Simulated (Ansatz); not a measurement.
Relaxation of a periodic cell of 17 atoms, AlZn8O8 (host ZnO, host structure Fm-3m, interstitial Al), to a largest force component of 0.03 eV/Å in at most 60 steps.

Level of theory: DFT PBEsol, scalar-relativistic, plane waves, PAW (Ansatz). Settings: PAW set soft_1, cutoff 420 eV, k mesh 2x2x2, gaussian smearing 0.02 eV, spin collinear.

```xyz
17
Lattice="0.0000 4.2800 4.2800 4.2800 0.0000 4.2800 4.2800 4.2800 0.0000" Properties=species:S:1:pos:R:3
Zn 0.000 0.000 0.000
O 2.140 2.140 2.140
Zn 2.140 2.140 0.000
O 4.280 4.280 2.140
Zn 2.140 0.000 2.140
O 4.280 2.140 4.280
Zn 4.280 2.140 2.140
O 6.420 4.280 4.280
Zn 0.000 2.140 2.140
O 2.140 4.280 4.280
Zn 2.140 4.280 2.140
O 4.280 6.420 4.280
Zn 2.140 2.140 4.280
O 4.280 4.280 6.420
Zn 4.280 4.280 4.280
O 6.420 6.420 6.420
Al 5.274 5.343 7.493
```

Problem. Where does it end, and by what steps?

Solution. The run converged. Limits of this set-up: coarse k mesh, PAW files made for another functional. After 10 steps the energy has fallen by 7.943 eV; Zn7 moved furthest, 0.40 Å. Parted: Zn1–O6 (2.14 → 2.38 Å), Zn1–O10 (2.14 → 2.38 Å), Zn1–O14 (2.14 → 2.43 Å), O6–Zn7 (2.14 → 2.39 Å), Zn7–O14 (2.14 → 2.43 Å), Zn7–O16 (2.14 → 2.39 Å).

| step | energy less start (eV) | largest force component (eV/Å) | accepted |
| --- | --- | --- | --- |
| 0 | 0.0000 | 7.807 | yes |
| 1 | -5.6573 | 3.459 | yes |
| 2 | -7.6589 | 0.656 | yes |
| 3 | -7.8702 | 0.429 | yes |
| 4 | -7.9217 | 0.256 | yes |
| 5 | -7.9349 | 0.119 | yes |
| 6 | -7.9358 | 0.147 | yes |
| 7 | -7.9417 | 0.072 | yes |
| 8 | -7.9424 | 0.048 | yes |
| 9 | -7.9429 | 0.038 | yes |
| 10 | -7.9431 | 0.009 | yes |

```xyz
17
Lattice="0.0000 4.2800 4.2800 4.2800 0.0000 4.2800 4.2800 4.2800 0.0000" Properties=species:S:1:pos:R:3
Zn -0.225 -0.221 0.246
O 2.026 2.030 2.232
Zn 2.347 2.350 0.211
O 4.407 4.410 2.271
Zn 2.153 -0.007 2.133
O 4.315 2.136 4.278
Zn 4.053 2.386 1.918
O 6.307 4.371 4.171
Zn -0.011 2.156 2.134
O 2.130 4.319 4.275
Zn 2.381 4.059 1.921
O 4.368 6.310 4.171
Zn 2.143 2.147 4.288
O 4.247 4.249 6.392
Zn 4.269 4.273 4.297
O 6.414 6.416 6.459
Al 5.311 5.319 7.456
```

Run time: 96 s on 2 threads of Arm Neoverse V1 (shared host), peak memory 0.62 GiB.
